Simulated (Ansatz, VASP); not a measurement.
Two plane-wave programs on Be2C

INCAR

```
PREC = Accurate
ENCUT = 600
EDIFF = 1E-6
ISMEAR = 0
SIGMA = 0.1
LREAL = F
LASPH = T
NELM = 60
ALGO = Fast
ISIF = 3
LWAVE = F
LCHARG = F
GGA = PE
IVDW = 12
IBRION = 2
NSW = 90
EDIFFG = -0.04
```

The input KPOINTS:

```
regular mesh
0
Gamma
  6 6 6
```

Contents of POSCAR:

```
Be2C
1.0
    0.0000000000      2.1622560000      2.1622560000
    2.1622560000      0.0000000000      2.1622560000
    2.1622560000      2.1622560000      0.0000000000
Be C
2 1
Direct
    0.7500000000      0.7500000000      0.7500000000
    0.2500000000      0.2500000000      0.2500000000
    0.0000000000      0.0000000000      0.0000000000
```

Input for Ansatz:

```yaml
crystal:
  lattice:
    - [0.0, 2.162256, 2.162256]
    - [2.162256, 0.0, 2.162256]
    - [2.162256, 2.162256, 0.0]
  atoms:
    - { symbol: Be, position: [0.75, 0.75, 0.75] }
    - { symbol: Be, position: [0.25, 0.25, 0.25] }
    - { symbol: C, position: [0.0, 0.0, 0.0] }
basis:
  ecutwfc: 420
kpoints:
  mp_grid: { grid: [6, 6, 6] }
hamiltonian:
  xc: pbe
  dispersion: d3bj
scf:
  occupations: { method: gaussian, width: 0.1 }
  lower_state_search: "off"
output:
  forces: true
  stress: true
  eigenvalues: true
relax:
  adjacent_minimum: "off"
  f_tol: 0.04
  max_steps: 70
  cell: { stress_tol: 0.4 }
```

Alike in both runs: task relaxation of cell and atoms; functional PBE; dispersion D3(BJ); k mesh 6 × 6 × 6; occupations gaussian, width 0.1 eV; no spin polarisation.

|  | VASP | Ansatz |
| --- | --- | --- |
| version | VASP 6.6.1 | Ansatz 0.2.0 |
| potentials or method | VASP PAW PBE potentials, release 64 (Be, C) | scalar-relativistic, plane waves, PAW |
| plane-wave cutoff (eV) | 600 | 420 |
| valence electrons in the cell | 8 | 8 |

VASP gave:

```
gap on the k mesh at the Fermi level, each at its own relaxed structure (eV) : 1.17
relaxed volume (Å³/atom)                                                     : 6.52
relaxed cell length with the largest relative difference (Å)                 : 3.024
energy change over the relaxation (meV/atom)                                 : -5
```

Task: What did Ansatz give for the same quantities?

Result: gap on the k mesh at the Fermi level, each at its own relaxed structure (eV): 1.18; relaxed volume (Å³/atom): 6.50; relaxed cell length with the largest relative difference (Å): 3.022; energy change over the relaxation (meV/atom): -5.

A k mesh can miss the band edges.
